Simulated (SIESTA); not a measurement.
ZnS: equation of state with PBEsol

**Measured values to compare with.**

“Electronic, vibrational, and thermodynamic properties of ZnS (zincblende and rocksalt structure)”, 2009, arxiv:0911.5022 quotes, for a bulk crystal of ZnS: bulk modulus 76.9 GPa.

Crystal: ZnS.

```
Zn S
1.0
     0.00000    2.70200    2.70200
     2.70200    0.00000    2.70200
     2.70200    2.70200    0.00000
Zn S
1 1
Direct
  0.75000 0.75000 0.75000
  0.00000 0.00000 0.00000
```

| Property | Result |
| --- | --- |
| Program | SIESTA 5.4.2 |
| Task | equation of state |
| Functional | PBEsol |
| Potentials or basis | PseudoDojo 0.4 standard (PBEsol files) |
| Basis | DZP (energy shift 0.002 Ry) |
| Grid cutoff | 800 Ry |
| Energy shift | 0.002 Ry |
| k mesh | 9 × 9 × 9 |
| Occupations | fermi-dirac, width 0.05 eV |
| Spin | no spin polarisation |

```
Equilibrium volume                      : 19.73 Å³/atom
Bulk modulus                            : 75 GPa
Pressure derivative of the bulk modulus : 4.6 (rough: it moves with the points fitted)
```

Energy against volume, from the lowest point:
```
volume (Å³/atom)  energy (meV/atom)
          18.543              18.87
          18.938               7.87
          19.332               1.93
          19.727               0.00
          20.121               1.62
          20.516               6.48
          20.910              14.71
```

All runs of the series together: 2.4 min on 1 thread of Arm Neoverse V1, on a shared host.

Against the measured bulk modulus of ZnS, 76.9 GPa (quoted in “Electronic, vibrational, and thermodynamic properties of ZnS (zincblende and rocksalt structure)”, 2009, arxiv:0911.5022), the calculated 75 GPa is off by -2.3 %. The fit is for a static lattice scaled at fixed shape and fixed fractional positions.

Caveat: semicore shells carry a single zeta, which can move pressures by several GPa and volumes by a few percent; the basis of atomic orbitals isn't converged, which shifts pressures, moduli and gaps.
